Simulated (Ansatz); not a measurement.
C: levels along high-symmetry lines

```xyz
2
Lattice="1.2280 0.7090 3.3470 -1.2280 0.7090 3.3470 0.0000 -1.4180 3.3470" Properties=species:S:1:pos:R:3 pbc="T T T"
C     0.0000    0.0000    1.6467
C     0.0000    0.0000    8.3943
```

Atoms are numbered in the order listed.

Conventional cell: a = 2.456 Å, b = 2.456 Å, c = 10.041 Å, α = 90.00°, β = 90.00°, γ = 120.00°. C (atom 1) has 3 C at 1.42 Å as nearest neighbours.

The cell is COD entry 1200018, as deposited and not checked against the literature; nothing was relaxed. It is an old determination, and later ones may differ.

Theory: Ansatz 0.2.0, DFT, PBEsol, all-electron LAPW, scalar-relativistic.

Sampling and basis: a Γ-centred 17×17×17 k mesh, Fermi–Dirac smearing of 0.03 eV, basis error target 0.5 meV/atom, no spin polarisation.

Points in fractions of the reciprocal vectors of this cell: Γ (0, 0, 0), T (0.5, 0.5, 0.5), H2 (0.803, 0.197, 0.5), H0 (0.5, -0.197, 0.197), L (0.5, 0, 0), S0 (0.348, -0.348, 0), S2 (0.652, 0, 0.348), F (0.5, 0, 0.5). The path joins them by straight lines in the order Γ–T–H2–H0–L–Γ–S0–S2–F; legs that retrace an earlier one aren't tabulated. Energies are in eV from the top of the valence band.

Q: Is there a gap, and where are the band edges?

A: 0.08 eV, direct, on the line H0 (0.5, -0.197, 0.197)–L (0.5, 0, 0) (so small a gap may close at points that the mesh and path miss).

Q: List the levels between -5 and 5 eV at the symmetry points.

A: 
Γ: -2.93 (×2), 3.97
T: -2.95 (×2)
H2: -1.46, 1.30
H0: -1.46, 1.30
L: -1.94, 1.86
S0: -0.79, 0.68
S2: -0.79, 0.68
F: -2.78, 1.35

Kohn–Sham gaps of semilocal functionals usually fall short of measured ones.
